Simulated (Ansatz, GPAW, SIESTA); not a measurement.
**ZrS2: programs and potentials compared**

```
Zr S
1.0
     3.69138    0.00000    0.00000
    -1.84569    3.19683    0.00000
     0.00000    0.00000    6.04108
Zr S
1 2
Direct
  0.00000 0.00000 0.00000
  0.33333 0.66667 0.23791
  0.66667 0.33333 0.76209
```

The cell is a database's computed one, not the measured one.

Alike in all runs: task band structure; functional BLYP; k mesh 8 × 8 × 5; occupations fermi-dirac, width 0.05 eV; no spin polarisation; no spin-orbit coupling. Pressure is positive in compression and, in plane waves, holds the error of the finite cutoff, which Ansatz's Pulay term estimates and takes out. Gaps are the smaller of the mesh's and the band path's.

```
                                                                                   program and potentials  plane-wave cutoff (eV)                                                 notes  band gap (eV)  pressure (GPa)  largest force (eV/Å)
                                                                                       Ansatz, Ansatz PAW                     420  potentials made for PBE, which Ansatz adapts in part           1.06            4.19                 0.275
SIESTA, files PseudoDojo sr-pbe-0.4.1-standard, DZP (energy shift 0.003 Ry; two zetas on semicore shells)                       -                 atomic basis; potentials made for PBE           0.89            5.39                 0.590
                                                        GPAW, PAW data sets generated for this functional                     600                                                     -           1.07            3.65                 0.214
```

Force on atom 2 (S), eV/Å:

```json
{"program and potentials": "Ansatz, Ansatz PAW", "x": "0.000", "y": "0.000", "z": "0.275"}
{"program and potentials": "SIESTA, files PseudoDojo sr-pbe-0.4.1-standard, DZP (energy shift 0.003 Ry; two zetas on semicore shells)", "x": "0.000", "y": "0.000", "z": "0.590"}
{"program and potentials": "GPAW, PAW data sets generated for this functional", "x": "0.000", "y": "0.000", "z": "0.214"}
```

The band gap spans 0.89 (SIESTA, files PseudoDojo sr-pbe-0.4.1-standard, DZP (energy shift 0.003 Ry; two zetas on semicore shells)) to 1.07 eV (GPAW, PAW data sets generated for this functional). The pressure spans 3.65 (GPAW, PAW data sets generated for this functional) to 5.39 GPa (SIESTA, files PseudoDojo sr-pbe-0.4.1-standard, DZP (energy shift 0.003 Ry; two zetas on semicore shells)). Some sets were made for another functional than the one run, which can shift their rows. The paths' points differ, which is worth about 0.01 eV. Rows in atomic bases carry the error of their basis and grid, which can be large.

The functional is the same throughout but for its coding, so the spread measures potentials, basis and numerics; runs on potential files found faulty are left out.
